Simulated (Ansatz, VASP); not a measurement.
# Pd (Pd wire along [110], 3 atoms a period): VASP beside Ansatz, part 2 of 2

Aim: how closely do two programs agree when they are given the same cell, functional and k mesh? The structure shown is the end of the Ansatz relaxation below.

VASP 6.6.1 and Ansatz 0.2.0.

So far: Set-up; Ansatz: relaxation, PBE.

## 3. VASP: single point, PBE

Level of this step: PBE, zero-moment start; plane waves and PAW (Pd) (VASP).

The same cell, functional, mesh and smearing now go to VASP, with its own data sets.

Lines of VASP's logs that name or quote its potential files are left out, and so is its time.

INCAR

```
SYSTEM = Pd
PREC = Accurate
ENCUT = 500
EDIFF = 1E-06
NELM = 200
ISMEAR = -1
SIGMA = 0.05
LREAL = .FALSE.
ALGO = Normal
GGA = PE
NBANDS = 22
ISPIN = 2
MAGMOM = 0 0 0
LASPH = .TRUE.
LMAXMIX = 4
LORBIT = 11
LWAVE = .FALSE.
LCHARG = .FALSE.
ISIF = 2
GGA_COMPAT = .FALSE.
```

POSCAR

```
Pd
1.0
    8.7700000000      0.0000000000      0.0000000000
    0.0000000000      9.5860000000      0.0000000000
    0.0000000000      0.0000000000      2.5941550949
Pd
3
Direct
    0.3862066984      0.6346698438      0.0000000000
    0.3862066984      0.3653301562      0.0000000000
    0.6152718942      0.5000000000      0.5000000000
```

KPOINTS

```
Automatic mesh
0
Gamma
1 1 29
0 0 0
```

Potentials, in the order of the species: Pd (PBE family, release 64).

Command:

```bash
$ mpirun -np 1 vasp_std
```

Numbers of over 12 decimals in the logs are rounded to 6 here.

The program printed:

```text
[banner, memory and clock lines left out]
running    1 mpi-ranks, on    1 nodes
 distrk:  each k-point on    1 cores,    1 groups
 distr:  one band on    1 cores,    1 groups

 POSCAR found type information on POSCAR Pd
 POSCAR found :  1 types and       3 ions
 LDA part: xc-table for (Slater+PW92), standard interpolation
 POSCAR, INCAR and KPOINTS ok, starting setup
 FFT: planning ... GRIDC
 FFT: planning ... GRID_SOFT
 FFT: planning ... GRID
 WAVECAR not read
 entering main loop
       N       E                     dE             d eps       ncg     rms          rms(c)
DAV:   1     0.170197511580E+03    0.17020E+03   -0.11298E+04  1320   0.104E+03
DAV:   2    -0.260325168169E+01   -0.17280E+03   -0.15473E+03  1630   0.206E+02
DAV:   3    -0.123694995744E+02   -0.97662E+01   -0.91331E+01  1556   0.503E+01
DAV:   4    -0.125241110698E+02   -0.15461E+00   -0.15441E+00  1512   0.686E+00
DAV:   5    -0.125276969771E+02   -0.35859E-02   -0.35854E-02  1744   0.102E+00    0.822E+00
DAV:   6    -0.119170263096E+02    0.61067E+00   -0.18419E+00  1326   0.804E+00    0.481E+00
DAV:   7    -0.124064393547E+02   -0.48941E+00   -0.84058E+00  1392   0.196E+01    0.656E+00
DAV:   8    -0.117795994738E+02    0.62684E+00   -0.99579E-01  1416   0.116E+01    0.234E+00
DAV:   9    -0.117253635776E+02    0.54236E-01   -0.57278E-01  1398   0.612E+00    0.139E+00
DAV:  10    -0.117096447201E+02    0.15719E-01   -0.17681E-01  1446   0.367E+00    0.710E-01
DAV:  11    -0.117038675217E+02    0.57772E-02   -0.15184E-02  1380   0.996E-01    0.188E-01
DAV:  12    -0.117044173070E+02   -0.54979E-03   -0.25039E-03  1376   0.307E-01    0.689E-02
DAV:  13    -0.117059173061E+02   -0.15000E-02   -0.87494E-04  1380   0.214E-01    0.113E-01
DAV:  14    -0.117064794364E+02   -0.56213E-03   -0.79497E-04  1428   0.228E-01    0.390E-02
DAV:  15    -0.117069826362E+02   -0.50320E-03   -0.12213E-04  1428   0.906E-02    0.187E-02
DAV:  16    -0.117071484632E+02   -0.16583E-03   -0.15384E-05  1476   0.269E-02    0.972E-03
DAV:  17    -0.117071734912E+02   -0.25028E-04   -0.84860E-06  1376   0.216E-02    0.885E-03
DAV:  18    -0.117072003198E+02   -0.26829E-04   -0.52016E-06  1266   0.170E-02    0.205E-03
DAV:  19    -0.117072027937E+02   -0.24740E-05   -0.75436E-07  1160   0.568E-03    0.337E-03
DAV:  20    -0.117072029398E+02   -0.14609E-06   -0.70266E-07   864   0.662E-03
   1 F= -.11707203E+02 E0= -.11683022E+02  d E =-.483611E-01  mag=    -0.0000
```

From OUTCAR (step 3):

```text
ion  position               nearest neighbor table
   1  0.386  0.635  0.000-   2 2.58   3 2.72   3 2.72
   2  0.386  0.365  0.000-   1 2.58   3 2.72   3 2.72
   3  0.615  0.500  0.500-   1 2.72   2 2.72   1 2.72   2 2.72

  LATTYP: Found a simple orthorhombic cell.
 ALAT       =     2.5941550949
 B/A-ratio  =     3.3806768212
 C/A-ratio  =     3.6952301036

 Subroutine GETGRP returns: Found  4 space group operations
 (whereof  4 operations were pure point group operations)

The static configuration has the point symmetry C_2v.

 Found     15 irreducible k-points:

   k-points           NKPTS =     15   k-points in BZ     NKDIM =     15   number of bands    NBANDS=     22

   dimension x,y,z NGX =    64 NGY =   70 NGZ =   20
   dimension x,y,z NGXF=   128 NGYF=  140 NGZF=   40

   ENCUT  =  500.0 eV  36.75 Ry    6.06 a.u.  15.99 17.48  4.73*2*pi/ulx,y,z

   NELECT =      30.0000    total number of electrons

 k-points in reciprocal lattice and weights: Automatic mesh
   0.00000000  0.00000000  0.00000000       0.034
   0.00000000  0.00000000  0.03448276       0.069
   0.00000000  0.00000000  0.06896552       0.069
   0.00000000  0.00000000  0.10344828       0.069
   0.00000000  0.00000000  0.13793103       0.069
   0.00000000  0.00000000  0.17241379       0.069
   0.00000000  0.00000000  0.20689655       0.069
   0.00000000  0.00000000  0.24137931       0.069
   0.00000000  0.00000000  0.27586207       0.069
[...]
0.00000000  0.00000000  0.44827586       0.069
   0.00000000  0.00000000  0.48275862       0.069

 average (electrostatic) potential at core
       1 -81.3411       2 -81.3411       3 -81.2775

 E-fermi :  -1.7274

 spin component 1
 k-point     1 :       0.0000    0.0000    0.0000
  band No.  band energies     occupation
    ...
     10      -2.7203      1.00000
     11      -2.4791      1.00000
     12      -2.2672      0.99998
     13      -2.2654      0.99998
     14      -1.7376      0.55083
     15      -1.5219      0.01613
     16      -1.4815      0.00726
     17      -1.3224      0.00030
     18      -1.1187      0.00001
     19       0.5895      0.00000
    ...

 k-point     2 :       0.0000    0.0000    0.0345
  band No.  band energies     occupation
    ...
     10      -2.7114      1.00000
     11      -2.5684      1.00000
     12      -2.3104      0.99999
     13      -2.2091      0.99993
     14      -1.7940      0.79128
     15      -1.5707      0.04172
     16      -1.5378      0.02204
     17      -1.2530      0.00008
     18      -1.0660      0.00000
     19       0.6568      0.00000
    ...

 k-point     3 :       0.0000    0.0000    0.0690
  band No.  band energies     occupation
    ...
     10      -2.7203      1.00000
     11      -2.7200      1.00000
     12      -2.4121      1.00000
     13      -2.1390      0.99973
     14      -1.9083      0.97388
     15      -1.6924      0.33188
     16      -1.6823      0.28851
     17      -1.1028      0.00000
     18      -0.9264      0.00000
     19       0.8392      0.00000
    ...

 k-point     4 :       0.0000    0.0000    0.1034
  band No.  band energies     occupation
    ...
     12      -2.4849      1.00000
     13      -2.1733      0.99987
     14      -1.9655      0.99152
     15      -1.8694      0.94481
     16      -1.8560      0.92898
     17      -0.9147      0.00000
     18      -0.7288      0.00000
     19       1.1001      0.00000
     20       1.6920      0.00000
     21       2.1388      0.00000
    ...

 k-point     5 :       0.0000    0.0000    0.1379
  band No.  band energies     occupation
    ...
     12      -2.5002      1.00000
     13      -2.3302      0.99999
     14      -2.0588      0.99868
     15      -2.0303      0.99767
     16      -1.9329      0.98385
     17      -0.6984      0.00000
     18      -0.4909      0.00000
     19       1.4119      0.00000
     20       1.9536      0.00000
     21       2.4629      0.00000
    ...

 k-point     6 :       0.0000    0.0000    0.1724
  band No.  band energies     occupation
    ...
     12      -2.5143      1.00000
     13      -2.4964      1.00000
     14      -2.2192      0.99995
     15      -2.1828      0.99989
     16      -1.8931      0.96493
     17      -0.4543      0.00000
     18      -0.2205      0.00000
     19       1.7608      0.00000
     20       2.2629      0.00000
     21       2.8360      0.00000
    ...

  Total       -0.2662708     -0.1050619     -0.0344022      0.0000000      0.0000000      0.0000000
  in kB       -1.9561457     -0.7718321     -0.2527340      0.0000000      0.0000000      0.0000000
  external PRESSURE =      -0.9935706 kB  Pullay stress =       0.0000000 kB

  energy-cutoff  :      500.00
  volume of cell :      218.09
      direct lattice vectors                 reciprocal lattice vectors
     8.770000000  0.000000000  0.000000000     0.114025086  0.000000000  0.000000000
     0.000000000  9.586000000  0.000000000     0.000000000  0.104318798  0.000000000
     0.000000000  0.000000000  2.594155095     0.000000000  0.000000000  0.385481964

 POSITION                                       TOTAL-FORCE (eV/Angst)
 -----------------------------------------------------------------------------------
      3.38703      6.08395      0.00000         0.012514     -0.035696      0.000000
      3.38703      3.50205      0.00000         0.012514      0.035696      0.000000
      5.39593      4.79300      1.29708        -0.025027      0.000000      0.000000
 -----------------------------------------------------------------------------------
    total drift:                               -0.000133      0.000000     -0.000000

  FREE ENERGIE OF THE ION-ELECTRON SYSTEM (eV)
  ---------------------------------------------------
  free  energy   TOTEN  =       -11.7072029398 eV

  energy  without entropy=      -11.6588418191  energy(sigma->0) =      -11.68302238

 total charge
# of ion       s       p       d       tot
------------------------------------------
    1        0.435   0.242   8.590   9.267
    2        0.435   0.242   8.590   9.267
    3        0.438   0.264   8.586   9.288
--------------------------------------------------
tot          1.307   0.748  25.766  27.822

 magnetization (x)
# of ion       s       p       d       tot
------------------------------------------
    1        0.000   0.000  -0.000  -0.000
    2        0.000   0.000  -0.000  -0.000
    3       -0.000  -0.000  -0.000  -0.000
--------------------------------------------------
tot          0.000   0.000  -0.000  -0.000

[... 5 further parts left out ...]
```

## 4. Side by side

Known differences besides the potentials themselves: the data sets hold 54 valence electrons in Ansatz (on its default PAW (the set named soft_2) files) and 30 in VASP; the cutoff is 420 eV in Ansatz and 500 eV in VASP; Ansatz's pressure holds a Pulay correction, VASP's none. Total energies have different zeros and are not compared.

The two programs side by side:

| quantity | Ansatz | VASP | difference |
| --- | --- | --- | --- |
| pressure (GPa) | -0.04 | -0.10 | +0.06 |

At this near-relaxed geometry the largest component of a force difference is 31 meV/Å.

## 5. What came out

| Quantity | Value |
| --- | --- |
| r.m.s. force difference (single point, PBE) | 18 meV/Å |

What this shows: The r.m.s. force difference is 18 meV/Å (single point, PBE), beyond the 12 meV/Å picked in this series as the mark of a large difference. The data sets hold unlike numbers of valence electrons (54 in Ansatz and 30 in VASP), so part of the differences comes from the potentials. What causes the difference of the single point, PBE pair stays open here. Such differences can come from data sets, numerical settings and the points named under the comparisons, not from the functional's error against experiment.

[Lines on the potential files, build, host, timing and source positions are cut from VASP's logs without a mark.]

[Logs are printed without paths, hosts, clocks, repeated set-up lines and the standing remarks that a program may print on its own settings, such as how far it seeks lower states.]

[Hosts, paths, dates, database ids (printed as entryN), source tags and the programs' standing remarks are cut or masked in the printed files.]
